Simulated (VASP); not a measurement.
## VASP 6.6.1, PBE single-point calculation, GaN (strained rocksalt)

INCAR

```
ISMEAR = -1
NBANDS = 16
LREAL = .FALSE.
PREC = Accurate
IBRION = -1
ENCUT = 520
LCHARG = .FALSE.
ISIF = 2
NELM = 120
LASPH = .TRUE.
GGA = PE
LWAVE = .FALSE.
SIGMA = 0.02
NSW = 0
EDIFF = 1E-7
```

KPOINTS

```
KPOINTS created by Atomic Simulation Environment
0
Gamma
10 10 10
0 0 0
```

KPOINTS_OPT

```
special points
8
Reciprocal
0.0000000000 0.0000000000 0.0000000000 1
0.5000000000 0.0000000000 0.5000000000 1
0.6250000000 0.2500000000 0.6250000000 1
0.3750000000 0.3750000000 0.7500000000 1
0.5000000000 0.5000000000 0.5000000000 1
0.5000000000 0.2500000000 0.7500000000 1
0.2005210000 0.2005210000 0.4010420000 1
0.0000000000 0.5000000000 0.5000000000 1
```

POSCAR

```
Ga N
 1.0000000000000000
     0.0000000000000000    2.0241746249000001    2.2029881997000000
     2.0241746249000001    0.0000000000000000    2.2029881997000000
     2.0241746249000001    2.0241746249000001    0.0000000000000000
 Ga  N
   1   1
Cartesian
  0.0000000000000000  0.0000000000000000  0.0000000000000000
  2.0241746249000001  2.0241746249000001  2.2029881996999996
```

VASP ran with the recommended PBE PAW datasets (18 valence electrons in the cell).

Command

```
mpirun -np 1 vasp_std
```

From OUTCAR

```
k-points           NKPTS =    102   k-points in BZ     NKDIM =    102   number of bands    NBANDS=     16

   NELECT =      18.0000    total number of electrons

   dimension x,y,z NGX =    24 NGY =   24 NGZ =   24
   dimension x,y,z NGXF=    48 NGYF=   48 NGZF=   48

  energy-cutoff  :      520.00
  volume of cell :       18.05
      direct lattice vectors                 reciprocal lattice vectors
     0.000000000  2.024174625  2.202988200    -0.247014261  0.247014261  0.226964448
     2.024174625  0.000000000  2.202988200     0.247014261 -0.247014261  0.226964448
     2.024174625  2.024174625  0.000000000     0.247014261  0.247014261 -0.226964448

 k-points in reciprocal lattice and weights: KPOINTS created by Atomic Simulation Env
   0.00000000  0.00000000  0.00000000       0.001
   0.10000000  0.00000000  0.00000000       0.008
   0.20000000  0.00000000  0.00000000       0.008
   0.30000000  0.00000000  0.00000000       0.008
   0.40000000 -0.00000000  0.00000000       0.008
   0.50000000 -0.00000000  0.00000000       0.004
   0.10000000  0.10000000  0.00000000       0.002
   0.20000000  0.10000000  0.00000000       0.008
   ...

 E-fermi :   8.8968

 k-point     1 :       0.0000    0.0000    0.0000
  band No.  band energies     occupation
      1      -9.3524      2.00000
      2      -5.5534      2.00000
      3      -5.4911      2.00000
      4      -5.4911      2.00000
      5      -5.4587      2.00000
      6      -5.3442      2.00000
      7       7.6440      2.00000
      8       7.6440      2.00000
      9       8.3086      2.00000
     10      11.2779      0.00000
     11      22.7368      0.00000
     12      23.0824      0.00000
     13      23.7766      0.00000
     14      23.7766      0.00000
     15      24.8124      0.00000
     16      26.2482      0.00000

 k-point     2 :       0.1000    0.0000    0.0000
  band No.  band energies     occupation
      1      -9.1486      2.00000
      2      -5.5462      2.00000
      3      -5.5045      2.00000
      4      -5.4795      2.00000
      5      -5.4580      2.00000
      6      -5.3704      2.00000
      7       6.6511      2.00000
      8       7.7153      2.00000
      9       8.1577      2.00000
     10      12.1750      0.00000
     11      20.6235      0.00000
     12      22.0409      0.00000
     13      23.5596      0.00000
     14      24.0393      0.00000
     15      25.6287      0.00000
     16      25.6654      0.00000

 k-point     3 :       0.2000    0.0000    0.0000
  band No.  band energies     occupation
      1      -8.5573      2.00000
      2      -5.5658      2.00000
      3      -5.5508      2.00000
      4      -5.4935      2.00000
      5      -5.4067      2.00000
      6      -5.3932      2.00000
      7       4.6295      2.00000
      8       7.9132      2.00000
      9       8.0855      2.00000
     10      13.4052      0.00000
     11      18.4871      0.00000
     12      20.4834      0.00000
     13      22.0882      0.00000
     14      24.4023      0.00000
     15      26.1253      0.00000
     16      26.1740      0.00000

 k-point     4 :       0.3000    0.0000    0.0000
  band No.  band energies     occupation
      1      -7.6541      2.00000
      2      -5.6446      2.00000
      3      -5.5811      2.00000
      4      -5.5791      2.00000
      5      -5.3490      2.00000
      6      -5.3232      2.00000
      7       2.5086      2.00000
      8       8.0458      2.00000
      9       8.1849      2.00000
     10      13.7447      0.00000
     11      17.6357      0.00000
     12      19.1927      0.00000
     13      20.3789      0.00000
     14      24.5144      0.00000
     15      27.7915      0.00000
     16      28.0124      0.00000

 k-point     5 :       0.4000   -0.0000    0.0000
  band No.  band energies     occupation
      1      -6.6380      2.00000
      2      -5.7088      2.00000
      3      -5.6588      2.00000
      4      -5.6411      2.00000
      5      -5.3045      2.00000
      6      -5.2527      2.00000
      7       0.7387      2.00000
      8       8.0320      2.00000
      9       8.4331      2.00000
     10      13.3552      0.00000
     11      17.4820      0.00000
     12      18.5991      0.00000
     13      19.1821      0.00000
     14      24.9511      0.00000
     15      30.1321      0.00000
     16      30.4725      0.00000

 k-point     6 :       0.5000   -0.0000    0.0000
  band No.  band energies     occupation
      1      -5.9995      2.00000
      2      -5.7977      2.00000
      3      -5.7331      2.00000
      4      -5.6886      2.00000
      5      -5.2870      2.00000
      6      -5.2264      2.00000
      7      -0.0252      2.00000
      8       8.0306      2.00000
      9       8.5363      2.00000
     10      13.1358      0.00000
     11      17.3445      0.00000
     12      18.5498      0.00000
     13      18.7530      0.00000
     14      25.2712      0.00000
     15      32.3489      0.00000
     16      32.3872      0.00000

 k-point     7 :       0.1000    0.1000    0.0000
  band No.  band energies     occupation
      1      -9.1380      2.00000
      2      -5.5693      2.00000
      3      -5.4753      2.00000
      4      -5.4689      2.00000
      5      -5.4689      2.00000
      6      -5.3361      2.00000
      7       7.3332      2.00000
      8       7.4366      2.00000
      9       7.4366      2.00000
     10      12.3945      0.00000
     11      20.0570      0.00000
     12      21.2941      0.00000
     13      23.3517      0.00000
     14      23.3517      0.00000
     15      27.2205      0.00000
     16      27.6164      0.00000

 k-point     8 :       0.2000    0.1000    0.0000
  band No.  band energies     occupation
      1      -8.7432      2.00000
      2      -5.5780      2.00000
      3      -5.5201      2.00000
      4      -5.4512      2.00000
      5      -5.4067      2.00000
      6      -5.3432      2.00000
      7       5.5818      2.00000
      8       7.3389      2.00000
      9       7.6806      2.00000
     10      13.4602      0.00000
     11      18.0899      0.00000
     12      20.0136      0.00000
     13      22.8262      0.00000
     14      23.9516      0.00000
     15      26.9981      0.00000
     16      28.1298      0.00000

 k-point     9 :       0.3000    0.1000    0.0000
  band No.  band energies     occupation
      1      -8.0286      2.00000
      2      -5.6036      2.00000
      3      -5.5561      2.00000
      4      -5.4948      2.00000
      5      -5.3265      2.00000
      6      -5.2940      2.00000
      7       3.5016      2.00000
      8       7.4594      2.00000
      9       7.6141      2.00000
     10      14.3335      0.00000
     11      16.5096      0.00000
     12      19.3228      0.00000
     13      21.6211      0.00000
     14      25.1581      0.00000
     15      26.8330      0.00000
     16      29.1003      0.00000

 k-point    10 :       0.4000    0.1000    0.0000
  band No.  band energies     occupation
      1      -7.1634      2.00000
      2      -5.6706      2.00000
      3      -5.5813      2.00000
      4      -5.5307      2.00000
      5      -5.2925      2.00000
      6      -5.1307      2.00000
      7       1.5490      2.00000
      8       7.3493      2.00000
      9       7.7704      2.00000
     10      14.4141      0.00000
     11      15.8795      0.00000
     12      19.2903      0.00000
     13      20.2868      0.00000
     14      25.8687      0.00000
     15      28.1263      0.00000
     16      31.0060      0.00000

 k-point    11 :       0.5000    0.1000    0.0000
  band No.  band energies     occupation
      1      -6.4856      2.00000
      2      -5.7269      2.00000
      3      -5.6507      2.00000
      4      -5.5122      2.00000
      5      -5.2812      2.00000
      6      -4.9779      2.00000
      7       0.2715      2.00000
      8       7.0603      2.00000
      9       8.1705      2.00000
     10      14.1553      0.00000
     11      16.0602      0.00000
     12      19.2510      0.00000
     13      19.3335      0.00000
     14      26.2070      0.00000
     15      30.2039      0.00000
     16      32.5654      0.00000

 k-point    12 :      -0.4000    0.1000    0.0000
  band No.  band energies     occupation
      1      -6.3638      2.00000
      2      -5.7715      2.00000
      3      -5.6715      2.00000
      4      -5.5761      2.00000
      5      -5.3035      2.00000
      6      -5.0742      2.00000
      7       0.3951      2.00000
      8       6.9003      2.00000
      9       8.4953      2.00000
     10      14.1616      0.00000
     11      16.7490      0.00000
     12      18.8172      0.00000
     13      19.0504      0.00000
     14      25.9369      0.00000
     15      29.9254      0.00000
     16      31.4164      0.00000

 ...

  Total        3.3128964      3.3128964      0.9140400      0.0000000     -0.0000000      0.0000000
  in kB      294.0223305    294.0223305     81.1218183      0.0000000     -0.0000000      0.0000000
  external PRESSURE =     223.0554931 kB  Pullay stress =       0.0000000 kB

 POSITION                                       TOTAL-FORCE (eV/Angst)
 -----------------------------------------------------------------------------------
      0.00000      0.00000      0.00000        -0.000000      0.000000      0.000000
      2.02417      2.02417      2.20299         0.000000      0.000000     -0.000000
 -----------------------------------------------------------------------------------
    total drift:                                0.000000     -0.000000     -0.000000

  FREE ENERGIE OF THE ION-ELECTRON SYSTEM (eV)
  ---------------------------------------------------
  free  energy   TOTEN  =       -11.0555600180 eV

  energy  without entropy=      -11.0555600067  energy(sigma->0) =      -11.05556001
```

```
gap between bands v and c : 0.51 eV
least direct gap          : 2.97 eV
pressure                  : 22.3 GPa
```

Band v is the last that the valence electrons fill when counted band by band, and c is the next.

The run took about 16 s on one core of a shared host (Intel Xeon Platinum 8488C) and held 0.16 GiB at most.
